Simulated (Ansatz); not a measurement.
BAs:

```xyz
2
Lattice="0.0000 2.3885 2.3885 2.3885 0.0000 2.3885 2.3885 2.3885 0.0000" Properties=species:S:1:pos:R:3 pbc="T T T"
As    3.5827    3.5827    3.5827
B     0.0000    0.0000    0.0000
```

Below is the output of Ansatz 0.2.0 for this cell. Logs are shortened: lines on timing, memory, paths and dates and some standing lists are left out, and cuts for length are marked.

```text
Warning: RAYON_NUM_THREADS=1 ignored (pool sized by the plan → 1); use --threads N
As: projections on atomic orbitals take those of the free atom 1s2 2s2 2p6 3s2 3p6 3d10 4s2 4p3, of charge +0.00 (hamiltonian.pseudopotentials.projection_atoms)
B: projections on atomic orbitals take those of the free atom 1s2 2s2 2p1, of charge +0.00 (hamiltonian.pseudopotentials.projection_atoms)
LAPW: plane waves up to 9.087 Å⁻¹, error target 1.0e-3 eV per atom; small_component_spin mean_spin; B in spheres of 0.852 Å, 5 of its electrons in bands, Dirac shells []; As in spheres of 1.216 Å, 23 of its electrons in bands, Dirac shells [] (how accurate: hamiltonian.pseudopotentials.lapw.basis_error, Limitations)
Engine: ansatz 0.2.0, x86_64-unknown-linux-gnu
Pseudopotentials: kind: all_electron
Pseudopotential: As, LAPW, valence charge 23, lapw/all_electron/scalar/gaussian/As, Koelling and Harmon's equation, gaussian nucleus
Pseudopotential: B, LAPW, valence charge 5, lapw/all_electron/scalar/gaussian/B, Koelling and Harmon's equation, gaussian nucleus
Functional definition: PBE
  parameter kappa = 0.804
  parameter beta = 0.06672455060314922
  exchange = pbe_x(kappa = kappa, mu = beta*pi^2/3)
  correlation = pbe_c(beta = beta)
Crystal: 2 atoms, lattice volume = 27.252 Å³
Basis set: ecut = 314.5867701934271 eV, 331 PW (Γ), exchange–correlation at level 2
Bands: 18, of which v1, the nominal top of the filled ones, is band 14 counted from 1 (13 counted from 0)
Symmetry: 24 space group operations
Space group: F-43m (ITA 216), of the structure as read, at distance tolerance 3.0e-5 Å
k-points: 47 of 1000 (time reversal used)
Non-local potential: As, projectors of the file, none
Non-local potential: B, projectors of the file, none
Initial density: superposition of atomic densities (chi_scale 0.1, normalization cell, long waves kept (reshape's long-wave potential 0.00 eV rms))
Initial wavefunctions: plane waves of lowest kinetic energy (no species holds an atomic orbital)
Functional: x = pbe(κ = 0.804, μ = 0.2195149727645171), c = pbe(β = 0.06672455060314922)
iter 1 solved again at ethr=6.56e-3 eV; its pass at ethr=1.00e-1 eV (dr2=1.84e0 eV) is discarded
SCF iter   1: F=—  HF=-62200.786405 eV  |F-HF|=—  |Δ(HF+E_count)|=         —  Δρ=7.14e-2  dr2=1.84e0  ethr=6.56e-3  ⟨swp⟩=2.0  Hψ=5632  notcnv=0
preconditioner: auto → none  [insulator: Δε(μ)=1.734 eV  Ē_g=12.438 eV  σ=0.050 eV  W_gap=1.00  n_scr=14 (ndim 8)  ℏωp=20.1 eV  f_vac=0.000  D(μ)=0.00/eV (n_scr^D=0)  ε∞_Penn≈3.6]
iter 2 solved again at ethr=5.21e-4 eV; its pass at ethr=6.56e-3 eV (dr2=1.46e-1 eV) is discarded
SCF iter   2: F=—  HF=-62200.206721 eV  |F-HF|=—  |Δ(HF+E_count)|=   5.80e-1  Δρ=2.38e-2  dr2=1.46e-1  ethr=5.21e-4  ⟨swp⟩=2.0  Hψ=4407  notcnv=0
SCF iter   3: F=—  HF=-62200.169717 eV  |F-HF|=—  |Δ(HF+E_count)|=   3.70e-2  Δρ=1.02e-2  dr2=2.31e-2  ethr=5.20e-4  ⟨swp⟩=2.0  Hψ=2397  notcnv=0
SCF iter   4: F=—  HF=-62200.168213 eV  |F-HF|=—  |Δ(HF+E_count)|=         —  Δρ=2.87e-3  dr2=1.96e-3  ethr=8.26e-5  ⟨swp⟩=2.0  Hψ=2388  notcnv=0
the basis was enlarged: its passes take 165.5 KiB over the memory plan, 1 of 1 planned eigensolver slots
SCF iter   5: F=—  HF=-62200.167394 eV  |F-HF|=—  |Δ(HF+E_count)|=   8.19e-4  Δρ=5.55e-4  dr2=5.62e-5  ethr=6.98e-6  ⟨swp⟩=2.6  Hψ=2248  notcnv=0
SCF iter   6: F=—  HF=-62200.167437 eV  |F-HF|=—  |Δ(HF+E_count)|=   4.27e-5  Δρ=7.65e-5  dr2=1.15e-6  ethr=2.01e-7  ⟨swp⟩=3.0  Hψ=2356  notcnv=0
SCF iter   7: F=-62200.167438 eV  HF=-62200.167438 eV  |F-HF|=1.41e-8  |Δ(HF+E_count)|=   1.64e-6  Δρ=6.60e-6  dr2=1.03e-8  ethr=4.12e-9  ⟨swp⟩=3.0  Hψ=2379  notcnv=0
SCF 1 converged in 7 iterations: F = -62200.167438 eV  dr2 = 1.03e-8
SCF converged after 7 iterations
Free energy (F): -62200.167438 eV
Harris-Foulkes:  -62200.167438 eV  (|F-HF|=1.41e-8)
Internal energy: -62200.167438 eV  (E = F + TS)
E sigma→0 (E₀):  -62200.167438 eV
Entropy (-TS):   -0.000000 eV (-0.000 meV/atom)
Fermi energy:    12.300404 eV
--- Per-component energies (eV) ---
  E_band       = -1573.263748
  E_kinetic    = 63570.661279
  E_xc         = -2393.729815
  E_electrostatic = -123377.098902  (all electrons and nuclei)
  E_smearing   = -0.000000  (= −TS)
  E_closure    = 0.000000  (closes the sum)
  E_atoms      = -62188.745975  (free atoms, spherical and without spin; not in F)
  Σ components = -62200.167438   (vs F -62200.167438, Δ=0.00e0)
  Basis errors (estimates in eV, not in F): energy 5.5e-4 per atom: plane waves 5.2e-4 (3.1e-4 summed), levels above the bands 5.1e-81, relativity 1.9e-8, radial functions 3.5e-5, core shells 1.6e-11; eigenvalues (radial functions only) 2.9e-6; not estimated: angular momenta, meshes, grids; target (lapw.basis_error) 1.0e-3; muffin-tin radii B 0.852 Å, As 1.216 Å
--- Forces (eV/Å), atoms counted from 1 ---
  atom   1  As     0.00000000     0.00000000    -0.00000000
  atom   2  B     -0.00000000    -0.00000000     0.00000000
  max |Σ_I F_I| component: 2.54e-17 eV/Å
--- Stress (GPa, compression-positive) ---
        2.734011      -0.000000       0.000000
       -0.000000       2.734011       0.000000
        0.000000       0.000000       2.734011
  P = ⅓ Tr σ = 2.7340 GPa (27.340 kbar)
--- Band table (eV; the first three rows and the last of 47) ---
  k-point 0: bands = ["-173.6631", "-162.0339", "-117.0368", "-117.0368", "-117.0368", "-24.1016", "-24.1016", "-24.1016", "-24.0797", "-24.0797", "-3.6737", "11.7244", "11.7244", "11.7244", "15.0086", "15.0086", "15.0086", "16.4089"]
  k-point 1: bands = ["-173.6631", "-162.0339", "-117.0368", "-117.0368", "-117.0368", "-24.1013", "-24.1009", "-24.1009", "-24.0796", "-24.0796", "-3.5097", "10.3307", "11.4235", "11.4235", "15.1543", "15.4060", "15.4060", "17.2847"]
  k-point 2: bands = ["-173.6631", "-162.0339", "-117.0368", "-117.0368", "-117.0368", "-24.1005", "-24.0991", "-24.0991", "-24.0794", "-24.0794", "-3.0257", "7.9684", "10.8499", "10.8499", "14.9379", "16.1247", "16.1247", "18.9150"]
  k-point 46: bands = ["-173.6631", "-162.0339", "-117.0368", "-117.0368", "-117.0368", "-24.1000", "-24.0926", "-24.0861", "-24.0827", "-24.0762", "0.6478", "3.6172", "6.3744", "6.6277", "16.2635", "16.5956", "19.5622", "19.6744"]
--- Löwdin populations: 2 sites ---
  site symbol       q [e]
     0     As     32.3549
     1      B      5.6070
  spilling = 0.001004 (of n_electrons = 38.000000)
```

**Question.** Write the input and the command behind it.

**Answer.** Single point with PBE, no spin polarisation. The files as run (others can give the same):

input.yaml
```yaml
crystal:
  lattice:
    - [0.0, 2.3885, 2.3885]
    - [2.3885, 0.0, 2.3885]
    - [2.3885, 2.3885, 0.0]
  atoms:
    - { symbol: As, position: [0.75, 0.75, 0.75] }
    - { symbol: B, position: [0.0, 0.0, 0.0] }
kpoints:
  mp_grid: { grid: [10, 10, 10] }
scf:
  occupations: { method: fermi_dirac, width: 0.05 }
hamiltonian:
  xc: pbe
  pseudopotentials: { kind: all_electron, lapw: { basis_error: 0.001 } }
output:
  forces: true
  stress: true
  eigenvalues: true
  populations: true
```

Potentials or basis: all-electron LAPW, scalar-relativistic.
The run is started by
```bash
$ ansatz run input.yaml --threads 1 --pin off --max-ram 2560MiB --backend cpu --events-out ev --progress --plain --runs-dir out
```
